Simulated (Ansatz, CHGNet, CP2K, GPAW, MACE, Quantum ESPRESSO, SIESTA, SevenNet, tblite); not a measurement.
# Running AlP(100) slab, H on both faces (90 atoms) with CP2K, part 3 of 3

Wanted: CP2K inputs and outputs for AlP(100) slab, H on both faces (90 atoms), checked against a plane-wave reference.

Program: CP2K 2026.2; the method stands at each step. Banners, paths, timers and routine set-up lines are dropped from the logs unmarked, and long logs keep their key lines alone; longer cuts are marked.

So far. Step 7 (PBE, DZVP-MOLOPT-SR, 450/30 Ry, diagonalisation): Against the first run (16 %), the force difference from the reference is 16 %, at 0.82 times the CPU time: the change moves forces by 0.11 meV/Å r.m.s., so most of the difference comes from elsewhere.

**8. PBE, DZVP-UZH, 450/50 Ry, diagonalisation**

Method: Kohn-Sham DFT, PBE, GTH-PBE pseudopotentials, Gaussian and plane waves, DZVP-MOLOPT (UZH set), diagonalisation.

File input.inp:

```
&GLOBAL
  PROJECT cell
  RUN_TYPE ENERGY_FORCE
  PRINT_LEVEL LOW
&END GLOBAL
&FORCE_EVAL
  METHOD QS
  &DFT
    BASIS_SET_FILE_NAME BASIS_MOLOPT_UZH
    POTENTIAL_FILE_NAME POTENTIAL_UZH
    &MGRID
      CUTOFF 450
      REL_CUTOFF 50
    &END MGRID
    &QS
      EPS_DEFAULT 1.0E-12
    &END QS
    &SCF
      SCF_GUESS ATOMIC
      EPS_SCF 1.0E-06
      MAX_SCF 200
      ADDED_MOS 35
      &DIAGONALIZATION
        ALGORITHM STANDARD
      &END DIAGONALIZATION
      &SMEAR ON
        METHOD FERMI_DIRAC
        ELECTRONIC_TEMPERATURE [K] 580
      &END SMEAR
      &MIXING
        METHOD BROYDEN_MIXING
        ALPHA 0.15
        NBROYDEN 8
      &END MIXING
      &PRINT
        &RESTART OFF
        &END RESTART
      &END PRINT
    &END SCF
    &XC
      &XC_FUNCTIONAL PBE
      &END XC_FUNCTIONAL
    &END XC
    &PRINT
      &MULLIKEN ON
      &END MULLIKEN
      &HIRSHFELD ON
        SHAPE_FUNCTION DENSITY
      &END HIRSHFELD
      &MO ON
        EIGENVALUES T
        OCCUPATION_NUMBERS T
        MO_INDEX_RANGE 115 138
        &EACH
          QS_SCF 0
        &END EACH
        ADD_LAST NUMERIC
      &END MO
    &END PRINT
  &END DFT
  &SUBSYS
    &CELL
      A 11.58877 0.00000 0.00000
      B 0.00000 11.58877 0.00000
      C 0.00000 0.00000 18.56080
    &END CELL
    &COORD
[... 90 atom lines left out: the same atoms as in the first run ...]
    &END COORD
    &KIND Al
      BASIS_SET DZVP-MOLOPT-PBE-GTH-q3
      POTENTIAL GTH-PBE-q3
    &END KIND
    &KIND P
      BASIS_SET DZVP-MOLOPT-PBE-GTH-q5
      POTENTIAL GTH-PBE-q5
    &END KIND
    &KIND H
      BASIS_SET DZVP-MOLOPT-PBE-GTH-q1
      POTENTIAL GTH-PBE-q1
    &END KIND
  &END SUBSYS
  &PRINT
    &FORCES ON
    &END FORCES
  &END PRINT
&END FORCE_EVAL
```

Run with:

```console
$ OMP_NUM_THREADS=2 cp2k.psmp -i input.inp > output.txt
```

Numbers of over 12 decimals in the logs are rounded to 6 here.

Output:

```text
CP2K| version string:                                       CP2K version 2026.2
 CP2K| Input file name                                                 input.inp
 GLOBAL| Basis set file name                                    BASIS_MOLOPT_UZH
 GLOBAL| Potential file name                                       POTENTIAL_UZH
 GLOBAL| Run type                                                   ENERGY_FORCE
 GLOBAL| Total number of message passing processes                             1
 GLOBAL| Number of threads for this process                                    2
[... lines left out ...]
                        Smear method:                                FERMI_DIRAC
[... lines left out ...]
 Number of electrons:                                                        252
[... lines left out ...]
  Step     Update method      Time    Convergence         Total energy    Change
[... lines left out ...]
  *** SCF run converged in    39 steps ***
[... lines left out ...]
  Fermi energy:                                                 0.049820
  Total energy:                                              -254.927342
  Total energy (extrapolated to T->0):                       -254.922224
[... lines left out ...]
 MO| E(Fermi):            0.049820 a.u.          1.355683 eV
[... lines left out ...]
                           Hirshfeld Charges
  #Atom  Element  Kind  Ref Charge     Population                    Net charge
      1       Al     1       3.000          2.832                         0.168
      2       P      2       5.000          5.006                        -0.006
      3       Al     1       3.000          2.805                         0.195
[...]
89       H      3       1.000          1.102                        -0.102
     90       H      3       1.000          1.102                        -0.102
  Total Charge                                                           -0.000
 !-----------------------------------------------------------------------------!
 ENERGY| Total FORCE_EVAL ( QS ) energy [hartree]           -254.927335
 FORCES| Atomic forces [hartree/bohr]
 FORCES|   Atom     x               y               z               |f|
 FORCES|      1  5.91014413E-03 -1.25236068E-02  9.69992212E-03   1.69073658E-02
 FORCES|      2 -2.18426291E-03  1.89605903E-02 -6.63496032E-03   2.02063774E-02
 FORCES|      3 -7.29813033E-03 -1.04295449E-03  1.11828118E-02   1.33942428E-02
[...]
FORCES|     89 -6.22204620E-04 -6.65267750E-04  6.26624404E-03   6.33210346E-03
 FORCES|     90 -1.67748422E-03 -5.30242409E-04  1.00216828E-02   1.01749318E-02
 FORCES| Sum    -1.16667505E-06  1.56835188E-06  7.20471893E-07
 FORCES| Total atomic force                                       2.08325180E-06
```

Run time: 4.6 min. Hardware: 2 threads of Arm Neoverse V2, shared host; peak memory 3.7 GiB; 8.1 min of CPU time.

Compared with the plane-wave run:

```yaml
r_m_s_force_component: 0.5128 eV/Å
r_m_s_difference_of_force_components: 58.84 meV/Å
longest_difference_of_force_vectors: 160.7 meV/Å
force_difference_over_r_m_s_force: 11.44 %
slope_of_forces_against_the_reference_s: 0.9899
correlation_of_force_components: 0.9934
```

Against the first run (16 %), the force difference from the reference is 11 %, at 1.3 times the CPU time, with 882 basis functions against 882; this set comes with other potentials too, so the change isn't the basis's alone.

**9. LDA, DZVP-MOLOPT-SR, 450/50 Ry, diagonalisation**

Method: Kohn-Sham DFT, LDA, GTH-PADE pseudopotentials, Gaussian and plane waves, DZVP-MOLOPT-SR-GTH, diagonalisation.

Edit input.inp of step 8 so:

```diff
@@ -8,4 +8,4 @@
   &DFT
-    BASIS_SET_FILE_NAME BASIS_MOLOPT_UZH
-    POTENTIAL_FILE_NAME POTENTIAL_UZH
+    BASIS_SET_FILE_NAME BASIS_MOLOPT
+    POTENTIAL_FILE_NAME GTH_POTENTIALS
     &MGRID
@@ -40,3 +40,3 @@
     &XC
-      &XC_FUNCTIONAL PBE
+      &XC_FUNCTIONAL PADE
       &END XC_FUNCTIONAL
@@ -67,15 +67,40 @@
     &COORD
-[... 90 atom lines left out: the same atoms as in the first run ...]
+      SCALED
+      Al 0.26587 0.16953 0.38638
+      P 0.26553 0.33000 0.31558
+      Al 0.10177 0.33509 0.53282
+      P 0.10478 0.16784 0.45968
+      Al 0.26637 0.16887 0.68003
+      P 0.26354 0.33229 0.60794
+      Al 0.26933 0.50219 0.38883
+      P 0.26646 0.66668 0.31353
+      Al 0.09905 0.66581 0.53411
+      P 0.09990 0.50490 0.46137
+      Al 0.26607 0.50442 0.68403
+      P 0.27125 0.67058 0.60928
+      Al 0.26484 0.83757 0.38641
+      P 0.26384 0.99981 0.31264
+      Al 0.10191 0.99499 0.53206
+      P 0.10197 0.83502 0.46219
+      Al 0.26744 0.83005 0.68096
+      P 0.26532 0.99605 0.60555
+      Al 0.60142 0.16568 0.38881
+      P 0.60180 0.33779 0.31332
+[... 66 atom lines left out ...]
+      H 0.03260 0.00008 0.27075
+      H 0.83335 0.99951 0.26917
+      H 0.04409 0.83568 0.73101
+      H 0.81991 0.83253 0.72837
     &END COORD
     &KIND Al
-      BASIS_SET DZVP-MOLOPT-PBE-GTH-q3
-      POTENTIAL GTH-PBE-q3
+      BASIS_SET DZVP-MOLOPT-SR-GTH-q3
+      POTENTIAL GTH-PADE-q3
     &END KIND
     &KIND P
-      BASIS_SET DZVP-MOLOPT-PBE-GTH-q5
-      POTENTIAL GTH-PBE-q5
+      BASIS_SET DZVP-MOLOPT-SR-GTH-q5
+      POTENTIAL GTH-PADE-q5
     &END KIND
     &KIND H
-      BASIS_SET DZVP-MOLOPT-PBE-GTH-q1
-      POTENTIAL GTH-PBE-q1
+      BASIS_SET DZVP-MOLOPT-SR-GTH-q1
+      POTENTIAL GTH-PADE-q1
     &END KIND
```

Output:

```text
CP2K| version string:                                       CP2K version 2026.2
 CP2K| Input file name                                                 input.inp
 GLOBAL| Basis set file name                                        BASIS_MOLOPT
 GLOBAL| Potential file name                                      GTH_POTENTIALS
 GLOBAL| Run type                                                   ENERGY_FORCE
 GLOBAL| Total number of message passing processes                             1
 GLOBAL| Number of threads for this process                                    2
[... lines left out ...]
                        Smear method:                                FERMI_DIRAC
[... lines left out ...]
 Number of electrons:                                                        252
[... lines left out ...]
  Step     Update method      Time    Convergence         Total energy    Change
[... lines left out ...]
  *** SCF run converged in    33 steps ***
[... lines left out ...]
  Fermi energy:                                                 0.049508
  Total energy:                                              -255.962688
  Total energy (extrapolated to T->0):                       -255.957571
[... lines left out ...]
 MO| E(Fermi):            0.049508 a.u.          1.347177 eV
[... lines left out ...]
                           Hirshfeld Charges
  #Atom  Element  Kind  Ref Charge     Population                    Net charge
      1       Al     1       3.000          2.851                         0.149
      2       P      2       5.000          5.006                        -0.006
      3       Al     1       3.000          2.819                         0.181
[...]
89       H      3       1.000          1.089                        -0.089
     90       H      3       1.000          1.089                        -0.089
  Total Charge                                                           -0.000
 !-----------------------------------------------------------------------------!
 ENERGY| Total FORCE_EVAL ( QS ) energy [hartree]           -255.962692
 FORCES| Atomic forces [hartree/bohr]
 FORCES|   Atom     x               y               z               |f|
 FORCES|      1  5.54838140E-03 -1.24950612E-02  1.09773163E-02   1.75331847E-02
 FORCES|      2 -2.46807673E-03  1.78485694E-02 -3.04320637E-03   1.82735858E-02
 FORCES|      3 -6.88628317E-03 -1.02122241E-03  1.08140540E-02   1.28610869E-02
[...]
FORCES|     89  2.01166056E-03 -6.53079083E-04  4.77145755E-03   5.21920470E-03
 FORCES|     90 -4.36659983E-03 -5.43088630E-04  8.57779002E-03   9.64057161E-03
 FORCES| Sum     1.00724999E-07 -7.13584267E-08 -9.49421741E-08
 FORCES| Total atomic force                                       1.55729146E-07
```

It took 2.4 min on 2 threads; peak memory 3.5 GiB.

Compared with the plane-wave run:

| Item | Value |
| --- | --- |
| r.m.s. force component | 0.5238 eV/Å |
| r.m.s. difference of force components | 69.1 meV/Å |
| longest difference of force vectors | 276.1 meV/Å |
| force difference over r.m.s. force | 13.43 % |
| slope of forces against the reference's | 1.009 |
| correlation of force components | 0.9913 |

Against the first run (16 %), the force difference from the reference is 13 %, at 0.69 times the CPU time; another functional landing nearer a PBE reference means that errors partly cancel.

**10. Side by side**

Differences are against the plane-wave reference, forces as r.m.s. over components; share is that over the reference's r.m.s. force, slope the least-squares factor from reference forces to these. Total energies of different programs have different zeros and aren't compared.

| run | Δ force, r.m.s. (meV/Å) | share (%) | slope | cores | CPU time | memory (GiB) |
| --- | --- | --- | --- | --- | --- | --- |
| reference | - | - | - | 4 | 20 min | 5.2 |
| CP2K PBE, DZVP-MOLOPT-SR, 450/50 Ry, diagonalisation | 83.6 | 16.2 | 1.006 | 2 | 6.1 min | 3.7 |
| CP2K PBE, SZV-MOLOPT-SR, 450/50 Ry, diagonalisation (coarse) | 349 | 67.8 | 1.129 | 1 | 4.3 min | 3.5 |
| CP2K PBE, TZVP-MOLOPT (SR for Al), 450/50 Ry, diagonalisation | 32.9 | 6.40 | 0.995 | 4 | 18 min | 5.0 |
| CP2K PBE, DZVP-MOLOPT-SR, 630/50 Ry, diagonalisation | 83.6 | 16.2 | 1.006 | 2 | 8.7 min | 6.2 |
| CP2K PBE, DZVP-MOLOPT-SR, 315/50 Ry, diagonalisation (coarse) | 83.6 | 16.2 | 1.006 | 2 | 4.9 min | 2.3 |
| CP2K PBE, DZVP-MOLOPT-SR, 450/30 Ry, diagonalisation (coarse) | 83.5 | 16.2 | 1.006 | 2 | 5 min | 3.7 |
| CP2K PBE, DZVP-UZH, 450/50 Ry, diagonalisation | 58.8 | 11.4 | 0.990 | 2 | 8.1 min | 3.7 |
| CP2K LDA, DZVP-MOLOPT-SR, 450/50 Ry, diagonalisation | 69.1 | 13.4 | 1.009 | 2 | 4.2 min | 3.5 |

Rows marked coarse were listed beforehand as settings not expected to be converged; some can still land near the reference.

CPU time is summed over cores on a shared host, where runs went side by side, so it is rough. Symmetry, cutoffs, thresholds, outputs and thread counts weren't matched or tuned between programs; memory under MPI is the largest rank's times the ranks.

Mean charges by element (e), by run and scheme:

| run | scheme | Al | P | H |
| --- | --- | --- | --- | --- |
| CP2K PBE, DZVP-MOLOPT-SR, 450/50 Ry, diagonalisation | Mulliken | +0.37 | -0.40 | +0.02 |
| CP2K PBE, DZVP-MOLOPT-SR, 450/50 Ry, diagonalisation | Hirshfeld | +0.20 | -0.13 | -0.05 |
| CP2K PBE, TZVP-MOLOPT (SR for Al), 450/50 Ry, diagonalisation | Mulliken | +0.33 | -0.26 | -0.05 |
| CP2K PBE, TZVP-MOLOPT (SR for Al), 450/50 Ry, diagonalisation | Hirshfeld | +0.20 | -0.13 | -0.05 |
| CP2K PBE, DZVP-MOLOPT-SR, 630/50 Ry, diagonalisation | Mulliken | +0.37 | -0.40 | +0.02 |
| CP2K PBE, DZVP-MOLOPT-SR, 630/50 Ry, diagonalisation | Hirshfeld | +0.20 | -0.13 | -0.05 |
| CP2K PBE, DZVP-MOLOPT-SR, 315/50 Ry, diagonalisation | Mulliken | +0.37 | -0.40 | +0.02 |
| CP2K PBE, DZVP-MOLOPT-SR, 315/50 Ry, diagonalisation | Hirshfeld | +0.20 | -0.13 | -0.05 |
| CP2K PBE, DZVP-UZH, 450/50 Ry, diagonalisation | Mulliken | +0.42 | -0.32 | -0.07 |
| CP2K PBE, DZVP-UZH, 450/50 Ry, diagonalisation | Hirshfeld | +0.20 | -0.13 | -0.05 |
| CP2K LDA, DZVP-MOLOPT-SR, 450/50 Ry, diagonalisation | Mulliken | +0.28 | -0.36 | +0.06 |
| CP2K LDA, DZVP-MOLOPT-SR, 450/50 Ry, diagonalisation | Hirshfeld | +0.18 | -0.12 | -0.04 |

Within one program, basis, potentials and functional, energies share a zero. Each run against its twin at the usual cutoff or grid and solver:

| run | twin | Δ energy (meV/atom) | Δ force, r.m.s. (meV/Å) | CPU time over the twin's |
| --- | --- | --- | --- | --- |
| CP2K PBE, DZVP-MOLOPT-SR, 630/50 Ry, diagonalisation | DZVP-MOLOPT-SR, 450/50 Ry, diagonalisation | 3.0e-4 | 0.017 | 1.4 |
| CP2K PBE, DZVP-MOLOPT-SR, 315/50 Ry, diagonalisation | DZVP-MOLOPT-SR, 450/50 Ry, diagonalisation | -6.0e-4 | 0.24 | 0.79 |
| CP2K PBE, DZVP-MOLOPT-SR, 450/30 Ry, diagonalisation | DZVP-MOLOPT-SR, 450/50 Ry, diagonalisation | 4.0e-4 | 0.114 | 0.82 |

Further runs of this program without a result: CP2K GFN1-xTB, diagonalisation (not converged); CP2K PBE+rVV10L, DZVP-MOLOPT-SR, 450/50 Ry, diagonalisation (cut off at its time limit).

**11. What came out**

* nearest in forces: CP2K PBE, TZVP-MOLOPT (SR for Al), 450/50 Ry, diagonalisation, 6.4 %
* its CPU time: 18 min

What this shows: The PBE runs in local orbitals, coarse settings apart, differ by 6.4 % (CP2K PBE, TZVP-MOLOPT (SR for Al), 450/50 Ry, diagonalisation) to 16 % (CP2K PBE, DZVP-MOLOPT-SR, 450/50 Ry, diagonalisation); basis, grid and potentials can all enter. Rows with another functional or a dispersion term differ by 13 % (CP2K LDA, DZVP-MOLOPT-SR, 450/50 Ry, diagonalisation), which mixes the change of model with differences of basis and potentials. Runs with settings chosen to be coarse differ by 16 % (CP2K PBE, DZVP-MOLOPT-SR, 450/30 Ry, diagonalisation) to 68 % (CP2K PBE, SZV-MOLOPT-SR, 450/50 Ry, diagonalisation), their programs' other errors included. Of the electronic-structure runs that take under half the reference's CPU time, CP2K PBE, DZVP-UZH, 450/50 Ry, diagonalisation comes nearest, at 11 % in 8.1 min against 20 min. Charges hang on scheme and program or settings: among these rows the mean for P runs from -0.40 to -0.12 e. Caps of real hydrogen don't mimic the fractional bonds of a polar compound, so surface states and strained caps may belong to the model. The electronic-structure runs sample only Γ, in a cell whose shortest periodic width is 12 Å, which is coarse for a cell with partly filled levels.

[Also dropped from logs without a mark: logging warnings of Python, and SIESTA's first energy breakdown and zero terms.]

[Logs are printed without paths, hosts, clocks, repeated set-up lines and the standing remarks that a program may print on its own settings, such as how far it seeks lower states.]

[Hosts, paths, dates, database ids (printed as entryN), source tags and the programs' standing remarks are cut or masked in the printed files.]
